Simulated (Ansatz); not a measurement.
# Where In_Al puts its levels in the gap of AlN (P6_3mc), part 2 of 2

Charge states of In_Al in AlN (P6_3mc), set against the band edges. Model: a cell of 72 host atoms with 1 Al taken out and 1 In put in.

Ansatz; place-levels on r2SCAN runs: charge-transition levels and formation energies with image-charge correction and potential alignment at the atomic sites; PAW set soft_1.

So far: Starting point; Charge states.

## 3. Levels against the band edges, r2SCAN

A charged cell interacts with its images and the background, and its potential has another zero than the host's. place-levels removes the first by a point-charge model, screened by the static dielectric constant since the ions have relaxed around the charge, and the second by comparing potentials at atoms far from the defect.

The host is a run of the defect-free crystal in the same cutoffs, grids and k-points, so that basis and sampling errors cancel in part in the differences. The host is run in a cell of 8 atoms on a matching mesh. Its band edges are searched through the zone by a band path, so the gap is smaller than, or equal to, that on the mesh. Chemical potentials are energies per atom of Al (fcc) and In (body-centred tetragonal), run with the same functional and cutoff.

File levels.point.yaml:

```yaml
host:
  run: host.point.run
states: [qm1_M1.point.run, q0.point.run, qp1_M1.point.run]
geometry_from:
  qm1_M1.point.run: qm1_M1.relax.run
  q0.point.run: q0.relax.run
  qp1_M1.point.run: qp1_M1.relax.run
  host.point.run: host.relax.run
chemical_potentials:
  Al:
    energy: -540.418346
    dataset: <sha256 of the dataset>
  In:
    energy: -5611.882005
    dataset: <sha256 of the dataset>
epsilon: [4.49, 4.49, 4.72]
static_epsilon: [8.15, 8.15, 9.65]
vertical:
  - { from: qm1_M1.point.run, to: qm1_M1.point_neutral.run }
  - { from: qp1_M1.point.run, to: qp1_M1.point_neutral.run }
```

Command:

```bash
ansatz place-levels levels.point.yaml -- --threads 4 --pin off --max-ram 7536MiB
```

The program printed:

```text
[... repeated set-up lines and file paths are left out, and long positions are rounded to six places ...]
(+1/0) 0.031 eV beneath the valence edge (-0.330 eV without the band-filling correction), in the valence band
(0/-1) 5.256 eV above the valence edge, in the conduction band
formation energy of charge +1: +3.826 eV with the Fermi level at the valence edge
formation energy of charge 0: +3.795 eV with the Fermi level at the valence edge
formation energy of charge -1: +9.051 eV with the Fermi level at the valence edge
vertical -1 to 0: no energy, since no alignment is typed
  the change from vertical[0].from (qm1_M1.point.run) to vertical[0].to (qm1_M1.point_neutral.run): by its potential at epsilon [4.49, 4.49, 4.72] it stands at 0.379 0.622 0.528, with an rms radius of about 1.9 Å (1.1 1.1 1.1 Å across the planes of the cell's [...]
vertical +1 to 0: no energy, since no alignment is typed
  the change from vertical[1].from (qp1_M1.point.run) to vertical[1].to (qp1_M1.point_neutral.run): by its potential at epsilon [4.49, 4.49, 4.72] it stands at 0.459 0.548 0.566, with an rms radius of about 4.4 Å (1.8 1.8 3.5 Å across the planes of the cell's [...]
  edges by r2scan, gap 4.878 eV; the host is sampled to repeats of 18.64 Å
  the defect's cells are sampled to repeats of 18.64 Å, like sampling
  charge +1: -38499.7689 eV with its correction of +0.433 eV, at epsilon [8.15, 8.15, 9.65], aligned at sites: +0.1705 eV, mean over 33 atomic sites at or beyond 4.66 Å from the host's site at [0.4444, 0.5556, 0.4997] by the defect at [0.4444, 0.5556, [...]
  states[2] (qp1_M1.point.run): levels filled in part (TS 0.002 eV): its energy is of no whole electron's
  charge 0: +0.000 eV for its dipole among its images, +0.000 omitted
  charge -1: -38481.0061 eV with its correction of -0.010 eV, at epsilon [8.15, 8.15, 9.65], aligned at sites: +0.2732 eV, mean over 33 atomic sites at or beyond 4.66 Å from the host's site at [0.4444, 0.5556, 0.4997] by the defect at [0.4444, 0.5556, [...]
  of states[2] (qp1_M1.point.run): it parts from the run at its places by a charge that spreads by about 3.5 Å along one vector (1.7 Å or more is wide), by its potential at epsilon [4.49, 4.49, 4.72], taken for that of held ions (one typed too small widens [...]
  of states[1] (q0.point.run): its displacements don't fall off away from the defect: farther atoms stand 0.011 Å off the host's places. [...]
  of states[0] (qm1_M1.point.run): its displacements don't fall off away from the defect: farther atoms stand 0.021 Å off the host's places. [...]
  of vertical[0].from (qm1_M1.point.run): its displacements don't fall off away from the defect: farther atoms stand 0.021 Å off the host's places. [...]
  of vertical[0].to (qm1_M1.point_neutral.run): its displacements don't fall off away from the defect: farther atoms stand 0.021 Å off the host's places. [...]
  vertical[1].from (qp1_M1.point.run): levels filled in part (TS 0.002 eV): its energy is of no whole electron's
  of vertical[1].from (qp1_M1.point.run): its displacements don't fall off away from the defect: farther atoms stand 0.015 Å off the host's places. [...]
  of vertical[1].to (qp1_M1.point_neutral.run): its displacements don't fall off away from the defect: farther atoms stand 0.015 Å off the host's places. [...]
```

Wall time 0.27 s (4 threads of Arm Neoverse V2, shared host).

Levels between the charges placed, in eV above the valence top:

|  | gap (eV) | (+1/0) | (0/−1) |
| --- | --- | --- | --- |
| r2SCAN | 4.88 | -0.03 | 5.26 |

Corrections by state:

| charge | moment (μB) | image terms and alignment (eV) | band filling (eV) | ε used | over the lowest of its charge, as the program ranks them, band filling apart (eV) |
| --- | --- | --- | --- | --- | --- |
| +1 | 1.0 | 0.433 | -0.299 | principal values (8.15, 8.15, 9.65) | 0.000 |
| 0 | 0.0 | 0.000 | - | - | 0.000 |
| −1 | 1.0 | -0.010 | - | principal values (8.15, 8.15, 9.65) | 0.000 |

The charged structures listed were also run neutral, and place-levels reads from each pair, by the potential or the spins, how wide the charge is by which they differ; that can be the carrier of either run.

| charge | rms radius (Å) | spread where it is widest against the cell (Å) | wide from (Å) | reading |
| --- | --- | --- | --- | --- |
| +1 | 4.4 | 3.54 | 1.72 | wide |
| −1 | 1.9 | 1.11 | 1.40 | narrow |

The neutral runs of these pairs need not share the spin of the lowest neutral state, and very wide values only mean spread over the cell.

From the program's caveats on the states, each cut to its opening words:

- charge +1 (1 μB): it parts from the run at its places by a charge that spreads by about 3.5 Å along one vector (1.7 Å or more is wide), by its potential at epsilon [4.49, 4.49, [...]
- charge +1 (1 μB): a band-filling correction moves a carrier to the host's band edge, which changes its energy by -0.299 eV
- charge +1 (1 μB): its displacements don't fall off away from the defect: farther atoms stand 0.015 Å off the host's places
- charge +1 (1 μB), −1 (1 μB): flagged: stability check not made
- charge 0: its displacements don't fall off away from the defect: farther atoms stand 0.011 Å off the host's places
- charge −1 (1 μB): its displacements don't fall off away from the defect: farther atoms stand 0.021 Å off the host's places

Formation energies (eV), elemental references (Δμ(Al) = 0.00 eV, Δμ(In) = 0.00 eV):

| charge | Fermi level at the valence top | at the conduction bottom |
| --- | --- | --- |
| +1 | 3.83 | 8.70 |
| 0 | 3.80 | 3.80 |
| −1 | 9.05 | 4.17 |

## 4. Effect of the sampling

The relaxations' own energies give the levels at their sampling, for comparison.

File levels.relax_mesh.yaml:

```yaml
host:
  run: host.relax.run
states: [qm1_M1.relax.run, q0.relax.run, qp1_M1.relax.run]
chemical_potentials:
  Al:
    energy: -540.418346
    dataset: <sha256 of the dataset>
  In:
    energy: -5611.882005
    dataset: <sha256 of the dataset>
```

Command:

```bash
ansatz place-levels levels.relax_mesh.yaml -- --threads 4 --pin off --max-ram 7536MiB
```

The program printed:

```text
[...]
(0/-1) 5.327 eV above the valence edge, in the conduction band
formation energy of charge +1: +3.816 eV with the Fermi level at the valence edge
formation energy of charge 0: +3.787 eV with the Fermi level at the valence edge
formation energy of charge -1: +9.114 eV with the Fermi level at the valence edge
  edges by r2scan, gap 4.886 eV; the host is sampled to repeats of 13.64 Å
[... the lines on each state left out ...]
```

Elapsed: 0.08 s, on 4 threads.

Levels between neighbouring charges, in eV above the valence top:

|  | gap (eV) | (+1/0) | (0/−1) |
| --- | --- | --- | --- |
| one point at (¼, ¼, ¼) | 4.89 | -0.03 | 5.33 |
| a 2×2×2 shifted mesh | 4.88 | -0.03 | 5.26 |

Going from one point at (¼, ¼, ¼) to a 2×2×2 shifted mesh moves the levels that carry no band-filling term by up to 0.07 eV and formation energies against the elements by up to 0.06 eV; band-filling terms, which differ between samplings, are in these energies.

## 5. Results

| Item | Value |
| --- | --- |
| gap of the host | 4.88 eV (r2SCAN) |
| level (plus 1/0) | 0.03 eV below the valence top (-0.33 eV above the valence top without the band-filling term) |
| level (0/minus 1) | 5.26 eV above the valence top, past the conduction bottom |
| lowest of the charges placed, just above the valence top (0.02 eV) | 0 |
| lowest of the charges placed, just below the conduction bottom (0.02 eV) | 0 |
| lowest formation energy at mid-gap of the charges run, elemental references | 3.80 eV |

Of the charges placed (−1, 0 and +1), 0 is the lowest from 0.02 eV above the valence top to 0.02 eV below the conduction bottom, a gap of 4.88 eV. States placed: +1 at 1 μB; 0 at 0 μB; −1 at 1 μB. Other spin states or structures, where not listed, weren't placed. The program finds carriers beyond a band edge of the host and adds a band-filling term at charge +1 (-0.30 eV); steps to such a charge show no bound level, and a defect level inside a band would be read the same way. In is taken at its element; compounds, which aren't counted here, bound the chemical potentials and would shift these formation energies. Going from one point at (¼, ¼, ¼) to a 2×2×2 shifted mesh moves the levels that carry no band-filling term by up to 0.07 eV and formation energies against the elements by up to 0.06 eV; band-filling terms, which differ between samplings, are in these energies. What this leaves open: r2SCAN makes the gap too small and tends to spread out bound carriers; where a gas molecule sets a chemical potential or the host's formation energy, its binding is uncorrected; spin–orbit coupling, which can matter with heavy atoms, is left out; force components of up to 0.12 eV/Å remain in a run at the final settings.

[Logs are printed without paths, hosts, clocks, repeated set-up lines and the standing remarks that a program may print on its own settings, such as how far it seeks lower states.]

[Hosts, paths, dates, database ids (printed as entryN), source tags and the programs' standing remarks are cut or masked in the printed files.]

[Where a table of states has a column of steps, it counts the stored structures, which are thinned; the runs took as many ionic steps or more.]

[A defect's name tells the site on which it was built; relaxed atoms can leave that site.]

[For some hosts the program warned that the k-mesh of the response run may be too coarse for force constants and the static dielectric constant; such warnings are not shown here.]
